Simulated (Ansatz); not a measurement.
# CoO (R3m) in Ansatz: reference runs

Aim: a first look at CoO with PBE, on the cell as given and on a disturbed one.

Program: Ansatz 0.2.0. These are calculated values, not measurements. Logs are shortened: lines on timing, memory, paths and dates and some standing lists are left out, and cuts for length are marked.

### Step 1. The crystal as given

Symmetry: R3m, No. 160, trigonal system. Conventional cell: a = 3.204 Å, b = 3.204 Å, c = 7.699 Å, α = 90.00°, β = 90.00°, γ = 120.00°. Co (site symmetry 3m) is surrounded by 4 O at 1.91 to 1.96 Å. O (site symmetry 3m) is surrounded by 4 Co at 1.91 to 1.96 Å.

Measurements of this composition are mostly on another form, of space group No. 225.

### Step 2. Single point, PBE, collinear spin, ferromagnetic start

Contents of input.yaml:

```yaml
crystal:
  lattice:
    - [1.6022198417, 0.9250420569, 2.5664708903]
    - [-1.6022198417, 0.9250420569, 2.5664708903]
    - [0.0, -1.8500841138, 2.5664708903]
  atoms:
    - { symbol: Co, position: [0.99897832, 0.99897832, 0.99897832], spin: 2.0 }
    - { symbol: O, position: [0.75102103, 0.75102103, 0.75102103] }
hamiltonian:
  xc: pbe
  pseudopotentials: { kind: paw }
magnetization:
  spin_polarized: true
kpoints:
  mp_grid: { grid: [10, 10, 10] }
scf:
  occupations: { method: fermi_dirac, width: 0.05 }
output:
  forces: true
  stress: true
  eigenvalues: true
  write_density: true
  write_potential: true
  elf: true
  volumetric_format: npy
```

Potentials or basis: Ansatz PAW.

Command:

```sh
> ansatz run input.yaml --threads 1 --pin off --max-ram 2560MiB --backend cpu --events-out ev --progress --plain --runs-dir out
```

The log of the run:

```text
Warning: RAYON_NUM_THREADS=1 ignored (pool sized by the plan → 1); use --threads N
Engine: ansatz 0.2.0, x86_64-unknown-linux-gnu
Pseudopotentials: kind: paw
Pseudopotential: Co, paw, valence charge 17, recommended cutoff 420 eV (normal), Co.paw.azcp
Pseudopotential: O, paw, valence charge 6, recommended cutoff 420 eV (normal), O.paw.azcp
Functional definition: PBE
  parameter kappa = 0.804
  parameter beta = 0.06672455060314922
  exchange = pbe_x(kappa = kappa, mu = beta*pi^2/3)
  correlation = pbe_c(beta = beta)
Crystal: 2 atoms, lattice volume = 22.823 Å³
Basis set: ecut = 420 eV, 447 PW (Γ), exchange–correlation on 48×48×48 points (8 copies of the dense FFT grid, shifted against one another)
Bands: 17, of which v1, the nominal top of the filled ones, is band 12 counted from 1 (11 counted from 0)
Symmetry: 6 space group operations
Space group: R3m (ITA 160), of the structure as read, at distance tolerance 2.8e-5 Å
Magnetic group: BNS 160.65 (UNI 1295), of the structure as read, at distance tolerance 2.8e-5 Å
k-points: 116 of 1000 (time reversal used)
Non-local potential: Co, projectors of the file, l = 0: 3, l = 1: 2, l = 2: 3, l = 3: 1
Non-local potential: O, projectors of the file, l = 0: 2, l = 1: 2, l = 2: 1
PAW form: soft (Blöchl's): semilocal exchange-correlation on the pseudo side does not see the compensation charge
PAW one-centre angular grid: Co, 590 points (default); XC on 64 Gauss nodes
PAW one-centre angular grid: O, 110 points (default); XC on 64 Gauss nodes
Initial density: superposition of atomic densities (chi_scale 0.1, normalization cell, long waves kept (reshape's long-wave potential 0.00 eV rms))
Starting moments: Σ|m| = 2 μB on 1 of 2 sites
Initial wavefunctions: pseudopotential atomic-orbital guess
Functional: x = pbe(κ = 0.804, μ = 0.2195149727645171), c = pbe(β = 0.06672455060314922)
SCF iter   1: F=—  HF=-5691.397490 eV  |F-HF|=—  |Δ(HF+E_count)|=         —  Δρ=1.01e-1 (↑1.01e-1 ↓7.70e-2)  dr2=4.75e0  dr2_m=2.27e-1  M=2.216 μB ∫|m|=2.217 μB  β_m=0.30  ethr=3.10e-3  ⟨swp⟩=5.6  Hψ=17831  notcnv=0
Mixer restart at iter 1: flushing history
preconditioner: auto → none  [metal: Δε(μ)=0.004 eV  Ē_g=12.874 eV  σ=0.050 eV  W_gap=0.02  n_scr=8 (ndim 8)  ℏωp=30.1 eV  f_vac=0.000  D(μ)=3.04/eV (n_scr^D=58)  sad-step TF]
SCF iter   2: F=—  HF=-5692.088274 eV  |F-HF|=—  |Δ(HF+E_count)|=   6.91e-1  Δρ=7.20e-2 (↑7.20e-2 ↓4.96e-2)  dr2=7.43e-1  dr2_m=6.04e-1  M=2.594 μB ∫|m|=2.595 μB  β_m=0.41  ethr=3.10e-3  ⟨swp⟩=3.0  Hψ=9557  notcnv=0  defer=63
SCF iter   3: F=—  HF=-5692.327256 eV  |F-HF|=—  |Δ(HF+E_count)|=   2.39e-1  Δρ=3.64e-2 (↑2.82e-2 ↓3.64e-2)  dr2=1.08e-1  dr2_m=1.73e-1  M=2.645 μB ∫|m|=2.647 μB  β_m=0.58  ethr=3.10e-3  ⟨swp⟩=2.0  Hψ=6906  notcnv=0  defer=85
SCF iter   4: F=—  HF=-5692.410466 eV  |F-HF|=—  |Δ(HF+E_count)|=         —  Δρ=1.61e-2 (↑1.61e-2 ↓1.17e-2)  dr2=2.08e-2  dr2_m=3.44e-2  M=2.752 μB ∫|m|=2.755 μB  β_m=0.58  ethr=4.69e-4  ⟨swp⟩=2.8  Hψ=7324  notcnv=0  defer=92
Mixer restart at iter 4: flushing history
SCF iter   5: F=—  HF=-5692.428514 eV  |F-HF|=—  |Δ(HF+E_count)|=   1.80e-2  Δρ=8.67e-3 (↑2.03e-3 ↓8.67e-3)  dr2=5.91e-3  dr2_m=4.63e-3  M=2.740 μB ∫|m|=2.743 μB  β_m=0.66  ethr=9.04e-5  ⟨swp⟩=2.0  Hψ=8612  notcnv=0  defer=134
SCF iter   6: F=—  HF=-5692.432805 eV  |F-HF|=—  |Δ(HF+E_count)|=   4.29e-3  Δρ=6.49e-3 (↑6.49e-3 ↓2.71e-3)  dr2=7.48e-3  dr2_m=2.12e-3  M=2.755 μB ∫|m|=2.758 μB  β_m=0.61  ethr=2.57e-5  ⟨swp⟩=2.0  Hψ=7754  notcnv=0  defer=134
SCF iter   7: F=—  HF=-5692.431646 eV  |F-HF|=—  |Δ(HF+E_count)|=   1.16e-3  Δρ=3.23e-3 (↑1.49e-3 ↓3.23e-3)  dr2=2.45e-3  dr2_m=5.07e-4  M=2.762 μB ∫|m|=2.765 μB  β_m=0.51  ethr=2.57e-5  ⟨swp⟩=2.0  Hψ=7784  notcnv=0  defer=134
SCF iter   8: F=—  HF=-5692.431581 eV  |F-HF|=—  |Δ(HF+E_count)|=   6.54e-5  Δρ=5.53e-4 (↑3.57e-4 ↓5.53e-4)  dr2=3.41e-5  dr2_m=2.03e-5  M=2.759 μB ∫|m|=2.762 μB  β_m=0.76  ethr=1.07e-5  ⟨swp⟩=2.7  Hψ=7496  notcnv=0  defer=135
SCF iter   9: F=—  HF=-5692.431694 eV  |F-HF|=—  |Δ(HF+E_count)|=   1.13e-4  Δρ=1.67e-4 (↑4.93e-5 ↓1.67e-4)  dr2=2.18e-6  dr2_m=1.50e-6  M=2.758 μB ∫|m|=2.761 μB  β_m=0.88  ethr=1.48e-7  ⟨swp⟩=2.0  Hψ=5651  notcnv=0  defer=134
SCF iter  10: F=—  HF=-5692.431696 eV  |F-HF|=—  |Δ(HF+E_count)|=   1.61e-6  Δρ=5.02e-5 (↑5.02e-5 ↓2.63e-5)  dr2=4.34e-7  dr2_m=1.04e-7  M=2.758 μB ∫|m|=2.761 μB  β_m=0.94  ethr=9.48e-9  ⟨swp⟩=2.0  Hψ=6629  notcnv=0  defer=134
SCF iter  11: F=—  HF=-5692.431696 eV  |F-HF|=—  |Δ(HF+E_count)|=   6.35e-9  Δρ=1.37e-5 (↑1.37e-5 ↓3.86e-6)  dr2=3.01e-8  dr2_m=9.08e-9  M=2.757 μB ∫|m|=2.761 μB  β_m=0.92  ethr=1.89e-9  ⟨swp⟩=2.0  Hψ=5596  notcnv=0  defer=134
SCF iter  12: F=-5692.431696 eV  HF=-5692.431696 eV  |F-HF|=1.32e-10  |Δ(HF+E_count)|=   1.50e-8  Δρ=1.36e-6 (↑6.43e-7 ↓1.36e-6)  dr2=2.52e-10  dr2_m=9.70e-11  M=2.757 μB ∫|m|=2.761 μB  ethr=1.31e-10  ⟨swp⟩=7.0  Hψ=22742  notcnv=0
SCF 1 converged in 12 iterations: F = -5692.431696 eV  dr2 = 2.52e-10
SCF converged after 12 iterations
Magnetization: 2.7575 μB (12.8787 up, 10.1213 down)
Absolute magnetization: 2.7606 μB (∫|ρ↑−ρ↓|, with the PAW one-centre terms)
Spin contamination: 0.0127 ħ² per cell (⟨S²⟩ above its minimum at these occupations)
Per-site moments (μB) at R_I (Å): [(2.20223744393797, 0.7875142689430613), (0.2997268568383954, 0.7875142689430613)]
Free energy (F): -5692.431696 eV
Harris-Foulkes:  -5692.431696 eV  (|F-HF|=1.32e-10)
Internal energy: -5692.415780 eV  (E = F + TS)
E sigma→0 (E₀):  -5692.423738 eV
Entropy (-TS):   -0.015916 eV (-7.958 meV/atom)
Fermi energy:    11.073770 eV
--- Per-component energies (eV) ---
  E_band       = -367.907824
  E_kinetic    = 619.028375
  E_local      = -3872.609890  (includes V_loc(G=0)·N_el)
  E_nonlocal   = 512.200222
  E_hartree    = 1597.648332
  E_xc         = -228.766983
  E_vxc        = -293.965152  (∫ρ·V_xc dr)
  E_paw        = -1676.213514  (= ΣΔE_a)
  E_vpaw       = -527.860748  (= ΣTr[D̂ρ^β])
  E_aug_tail   = 0.002613  (compensation charges beyond the density's cutoff)
  E_ewald      = -2643.704935
  E_smearing   = -0.015916  (= −TS)
  E_closure    = 0.000000  (closes the sum)
  Σ components = -5692.431696   (vs F -5692.431696, Δ=0.00e0)
--- Forces (eV/Å), atoms counted from 1 ---
  atom   1  Co    -0.00000000     0.00000000     0.26035662
  atom   2  O      0.00000000     0.00000000    -0.26036431
  max |Σ_I F_I| component: 7.70e-6 eV/Å
--- Stress (GPa, compression-positive) ---
       -1.905504       0.000000       0.000000
       -0.000000      -1.905504       0.000000
        0.000000       0.000000       3.441780
  P = ⅓ Tr σ = -0.1231 GPa (-1.231 kbar)
--- Band table (eV; the first three rows and the last of 232) ---
  k-point 0 ↑: bands = ["-85.4441", "-48.7470", "-48.7061", "-48.7061", "-9.0000", "4.8509", "4.9048", "4.9048", "8.8783", "8.8783", "11.1706", "11.3397", "11.3397", "11.4949", "25.0069", "25.0069", "25.5855"]
  k-point 1 ↑: bands = ["-85.4440", "-48.7476", "-48.7079", "-48.7064", "-8.9424", "4.7499", "4.8992", "4.9407", "8.8548", "8.8573", "10.8279", "11.2880", "11.4030", "11.9084", "24.0797", "25.0969", "25.6099"]
  k-point 2 ↑: bands = ["-85.4437", "-48.7493", "-48.7124", "-48.7072", "-8.7896", "4.4477", "4.9975", "5.0315", "8.8155", "8.8228", "10.2269", "11.1351", "11.2313", "12.9903", "22.2221", "25.1797", "25.6248"]
  k-point 115 ↓: bands = ["-82.6170", "-46.0085", "-45.9518", "-45.9518", "-7.7904", "4.5633", "6.3379", "6.3379", "10.8198", "10.8198", "11.2226", "12.7364", "12.7364", "17.1904", "19.0730", "25.0876", "25.0876"]
```

Wall time 8.6 s (1 thread of Intel Xeon 6975P-C (Granite Rapids), shared host); peak memory 0.44 GiB.

What came out:

| Property | Result |
| --- | --- |
| Free energy | -5692.4317 eV |
| Pressure | -0.1 GPa |
| Largest force | 0.260 eV/Å |
| Band gap on the k mesh | none (metal or under the smearing width) |
| Net moment | 2.76 μB per cell |
| Absolute moment | 2.76 μB per cell |
| Site moments | Co +2.20; O +0.30 μB |

Forces on the atoms (eV/Å):
```
Co   0.000  0.000  0.260
O    0.000  0.000 -0.260
```

Caveat: the pressure holds a Pulay correction of +0.7 GPa for the finite cutoff; a cell with one magnetic atom can't hold antiferromagnetic order, which such compounds often take; semilocal functionals often make such compounds metallic where correlation or magnetic order opens a gap, which also shifts bond lengths.

### Step 3. Single point, PBE, collinear spin, ferromagnetic start (atoms moved at random, drawn with an rms of 0.05 Å)

Contents of input.yaml:

```yaml
crystal:
  lattice:
    - [1.6022198417, 0.9250420569, 2.5664708903]
    - [-1.6022198417, 0.9250420569, 2.5664708903]
    - [0.0, -1.8500841138, 2.5664708903]
  atoms:
    - { symbol: Co, position: [1.012719, 1.002242, 0.982236], spin: 2.0 }
    - { symbol: O, position: [0.746856, 0.766435, 0.740388] }
hamiltonian:
  xc: pbe
  pseudopotentials: { kind: paw }
magnetization:
  spin_polarized: true
kpoints:
  mp_grid: { grid: [10, 10, 10] }
scf:
  occupations: { method: fermi_dirac, width: 0.05 }
output:
  forces: true
  stress: true
  eigenvalues: true
```

Potentials or basis: Ansatz PAW.

Command:

```sh
> ansatz run input.yaml --threads 1 --pin off --max-ram 2560MiB --backend cpu --events-out ev --progress --plain --runs-dir out
```

The log of the run:

```text
Warning: RAYON_NUM_THREADS=1 ignored (pool sized by the plan → 1); use --threads N
Engine: ansatz 0.2.0, x86_64-unknown-linux-gnu
Pseudopotentials: kind: paw
Pseudopotential: Co, paw, valence charge 17, recommended cutoff 420 eV (normal), Co.paw.azcp
Pseudopotential: O, paw, valence charge 6, recommended cutoff 420 eV (normal), O.paw.azcp
Functional definition: PBE
  parameter kappa = 0.804
  parameter beta = 0.06672455060314922
  exchange = pbe_x(kappa = kappa, mu = beta*pi^2/3)
  correlation = pbe_c(beta = beta)
Crystal: 2 atoms, lattice volume = 22.823 Å³
Basis set: ecut = 420 eV, 447 PW (Γ), exchange–correlation on 48×48×48 points (8 copies of the dense FFT grid, shifted against one another)
Bands: 17, of which v1, the nominal top of the filled ones, is band 12 counted from 1 (11 counted from 0)
Symmetry: 1 space group operations
Space group: P1 (ITA 1), of the structure as read, at distance tolerance 2.8e-5 Å
Magnetic group: BNS 1.1 (UNI 1), of the structure as read, at distance tolerance 2.8e-5 Å
k-points: 504 of 1000 (time reversal used)
Non-local potential: Co, projectors of the file, l = 0: 3, l = 1: 2, l = 2: 3, l = 3: 1
Non-local potential: O, projectors of the file, l = 0: 2, l = 1: 2, l = 2: 1
PAW form: soft (Blöchl's): semilocal exchange-correlation on the pseudo side does not see the compensation charge
PAW one-centre angular grid: Co, 590 points (default); XC on 64 Gauss nodes
PAW one-centre angular grid: O, 110 points (default); XC on 64 Gauss nodes
Initial density: superposition of atomic densities (chi_scale 0.1, normalization cell, long waves kept (reshape's long-wave potential 0.00 eV rms))
Starting moments: Σ|m| = 2 μB on 1 of 2 sites
Initial wavefunctions: pseudopotential atomic-orbital guess
Functional: x = pbe(κ = 0.804, μ = 0.2195149727645171), c = pbe(β = 0.06672455060314922)
SCF iter   1: F=—  HF=-5691.387034 eV  |F-HF|=—  |Δ(HF+E_count)|=         —  Δρ=1.02e-1 (↑1.02e-1 ↓7.67e-2)  dr2=4.72e0  dr2_m=2.32e-1  M=2.221 μB ∫|m|=2.221 μB  β_m=0.30  ethr=3.10e-3  ⟨swp⟩=5.7  Hψ=77412  notcnv=0
Mixer restart at iter 1: flushing history
preconditioner: auto → none  [metal: Δε(μ)=0.002 eV  Ē_g=12.885 eV  σ=0.050 eV  W_gap=0.01  n_scr=8 (ndim 8)  ℏωp=30.1 eV  f_vac=0.000  D(μ)=3.00/eV (n_scr^D=56)  sad-step TF]
SCF iter   2: F=—  HF=-5692.082448 eV  |F-HF|=—  |Δ(HF+E_count)|=   6.95e-1  Δρ=7.23e-2 (↑7.23e-2 ↓4.99e-2)  dr2=7.36e-1  dr2_m=6.14e-1  M=2.600 μB ∫|m|=2.601 μB  β_m=0.41  ethr=3.10e-3  ⟨swp⟩=3.0  Hψ=41646  notcnv=0  defer=236
SCF iter   3: F=—  HF=-5692.321499 eV  |F-HF|=—  |Δ(HF+E_count)|=   2.39e-1  Δρ=3.59e-2 (↑2.77e-2 ↓3.59e-2)  dr2=1.09e-1  dr2_m=1.67e-1  M=2.643 μB ∫|m|=2.645 μB  β_m=0.57  ethr=3.10e-3  ⟨swp⟩=2.0  Hψ=30047  notcnv=0  defer=318
SCF iter   4: F=—  HF=-5692.403378 eV  |F-HF|=—  |Δ(HF+E_count)|=         —  Δρ=1.57e-2 (↑1.57e-2 ↓1.15e-2)  dr2=1.92e-2  dr2_m=3.30e-2  M=2.747 μB ∫|m|=2.750 μB  β_m=0.57  ethr=4.75e-4  ⟨swp⟩=2.8  Hψ=31544  notcnv=0  defer=327
Mixer restart at iter 4: flushing history
SCF iter   5: F=—  HF=-5692.422105 eV  |F-HF|=—  |Δ(HF+E_count)|=   1.87e-2  Δρ=9.06e-3 (↑2.41e-3 ↓9.06e-3)  dr2=5.71e-3  dr2_m=5.63e-3  M=2.741 μB ∫|m|=2.744 μB  β_m=0.68  ethr=8.34e-5  ⟨swp⟩=2.0  Hψ=37606  notcnv=0  defer=551
SCF iter   6: F=—  HF=-5692.427829 eV  |F-HF|=—  |Δ(HF+E_count)|=   5.72e-3  Δρ=6.92e-3 (↑6.92e-3 ↓3.12e-3)  dr2=9.98e-3  dr2_m=1.93e-3  M=2.754 μB ∫|m|=2.758 μB  β_m=0.60  ethr=2.48e-5  ⟨swp⟩=2.0  Hψ=33721  notcnv=0  defer=551
SCF iter   7: F=—  HF=-5692.425768 eV  |F-HF|=—  |Δ(HF+E_count)|=   2.06e-3  Δρ=3.15e-3 (↑1.43e-3 ↓3.15e-3)  dr2=2.25e-3  dr2_m=5.17e-4  M=2.763 μB ∫|m|=2.767 μB  β_m=0.51  ethr=2.48e-5  ⟨swp⟩=2.0  Hψ=33886  notcnv=0  defer=562
SCF iter   8: F=—  HF=-5692.425731 eV  |F-HF|=—  |Δ(HF+E_count)|=   3.67e-5  Δρ=6.07e-4 (↑3.60e-4 ↓6.07e-4)  dr2=3.26e-5  dr2_m=2.63e-5  M=2.759 μB ∫|m|=2.763 μB  β_m=0.75  ethr=9.80e-6  ⟨swp⟩=2.7  Hψ=32253  notcnv=0  defer=562
SCF iter   9: F=—  HF=-5692.425791 eV  |F-HF|=—  |Δ(HF+E_count)|=   5.92e-5  Δρ=1.59e-4 (↑8.39e-5 ↓1.59e-4)  dr2=2.46e-6  dr2_m=1.39e-6  M=2.758 μB ∫|m|=2.762 μB  β_m=0.85  ethr=1.42e-7  ⟨swp⟩=2.0  Hψ=24380  notcnv=0  defer=562
SCF iter  10: F=—  HF=-5692.425793 eV  |F-HF|=—  |Δ(HF+E_count)|=   2.36e-6  Δρ=3.10e-5 (↑3.10e-5 ↓2.71e-5)  dr2=1.72e-7  dr2_m=9.00e-8  M=2.758 μB ∫|m|=2.762 μB  β_m=0.93  ethr=1.07e-8  ⟨swp⟩=2.0  Hψ=28823  notcnv=0  defer=562
SCF iter  11: F=—  HF=-5692.425793 eV  |F-HF|=—  |Δ(HF+E_count)|=   9.70e-8  Δρ=1.71e-5 (↑1.71e-5 ↓9.53e-6)  dr2=7.01e-8  dr2_m=7.34e-9  M=2.758 μB ∫|m|=2.762 μB  β_m=0.96  ethr=7.48e-10  ⟨swp⟩=2.4  Hψ=25141  notcnv=0  defer=562
SCF iter  12: F=-5692.425793 eV  HF=-5692.425793 eV  |F-HF|=1.31e-10  |Δ(HF+E_count)|=   1.77e-8  Δρ=1.73e-6 (↑3.86e-7 ↓1.73e-6)  dr2=2.74e-10  dr2_m=1.53e-10  M=2.758 μB ∫|m|=2.762 μB  ethr=3.05e-10  ⟨swp⟩=3.8  Hψ=60198  notcnv=0
SCF 1 converged in 12 iterations: F = -5692.425793 eV  dr2 = 2.74e-10
SCF converged after 12 iterations
Magnetization: 2.7582 μB (12.8791 up, 10.1209 down)
Absolute magnetization: 2.7617 μB (∫|ρ↑−ρ↓|, with the PAW one-centre terms)
Spin contamination: 0.0128 ħ² per cell (⟨S²⟩ above its minimum at these occupations)
Per-site moments (μB) at R_I (Å): [(2.202577205697853, 0.7874201204282367), (0.30109363793592575, 0.7874201204282367)]
Free energy (F): -5692.425793 eV
Harris-Foulkes:  -5692.425793 eV  (|F-HF|=1.31e-10)
Internal energy: -5692.409766 eV  (E = F + TS)
E sigma→0 (E₀):  -5692.417779 eV
Entropy (-TS):   -0.016027 eV (-8.014 meV/atom)
Fermi energy:    11.068905 eV
--- Per-component energies (eV) ---
  E_band       = -368.084425
  E_kinetic    = 619.058543
  E_local      = -3873.130992  (includes V_loc(G=0)·N_el)
  E_nonlocal   = 512.153245
  E_hartree    = 1597.813909
  E_xc         = -228.775195
  E_vxc        = -293.976520  (∫ρ·V_xc dr)
  E_paw        = -1676.187052  (= ΣΔE_a)
  E_vpaw       = -527.818343  (= ΣTr[D̂ρ^β])
  E_aug_tail   = 0.002589  (compensation charges beyond the density's cutoff)
  E_ewald      = -2643.344812
  E_smearing   = -0.016027  (= −TS)
  E_closure    = 0.000000  (closes the sum)
  Σ components = -5692.425793   (vs F -5692.425793, Δ=0.00e0)
--- Forces (eV/Å), atoms counted from 1 ---
  atom   1  Co    -0.21327234    -0.09373702     0.23792468
  atom   2  O      0.21327009     0.09373273    -0.23792680
  max |Σ_I F_I| component: 4.28e-6 eV/Å
--- Stress (GPa, compression-positive) ---
       -0.969224       1.752315       1.421981
        1.752304      -2.391286       0.587244
        1.421946       0.587223       3.401138
  P = ⅓ Tr σ = 0.0135 GPa (0.135 kbar)
--- Band table (eV; the first three rows and the last of 1008) ---
  k-point 0 ↑: bands = ["-85.4541", "-48.7956", "-48.7197", "-48.6734", "-9.0074", "4.7500", "4.8835", "5.0076", "8.8533", "8.8811", "11.0800", "11.2484", "11.4887", "11.5156", "25.0073", "25.0253", "25.5873"]
  k-point 1 ↑: bands = ["-85.4540", "-48.7959", "-48.7210", "-48.6744", "-8.9502", "4.7473", "4.8178", "4.9975", "8.8336", "8.8601", "10.7918", "11.2636", "11.4435", "11.9265", "24.0680", "25.1206", "25.6092"]
  k-point 2 ↑: bands = ["-85.4537", "-48.7968", "-48.7245", "-48.6768", "-8.7982", "4.4675", "4.9031", "5.0581", "8.7995", "8.8300", "10.2121", "11.1422", "11.2621", "12.9919", "22.2052", "25.1871", "25.6230"]
  k-point 503 ↓: bands = ["-82.6273", "-46.0269", "-45.9753", "-45.9400", "-7.7949", "4.5535", "6.3056", "6.3643", "10.7340", "10.8942", "11.2168", "12.6765", "12.7762", "17.1878", "19.0662", "24.9120", "25.2700"]
```

Wall time 27 s (1 thread of Intel Xeon 6975P-C (Granite Rapids), shared host); peak memory 0.7 GiB.

Results:

```yaml
Free_energy: -5692.4258 eV
Pressure: 0.0 GPa
Largest_force: 0.333 eV/Å
Band_gap_on_the_k_mesh: none (metal or under the smearing width)
Net_moment: 2.76 μB per cell
Absolute_moment: 2.76 μB per cell
Site_moments: Co +2.20; O +0.30 μB
```

Forces in eV/Å, atoms in the order of the input:
```
Co  -0.213 -0.094  0.238
O    0.213  0.094 -0.238
```

Stress tensor (GPa, compression positive):
```
-0.97  1.75  1.42
 1.75 -2.39  0.59
 1.42  0.59  3.40
```

Caveat: the pressure holds a Pulay correction of +0.7 GPa for the finite cutoff; a cell with one magnetic atom can't hold antiferromagnetic order, which such compounds often take; semilocal functionals often make such compounds metallic where correlation or magnetic order opens a gap, which also shifts bond lengths.
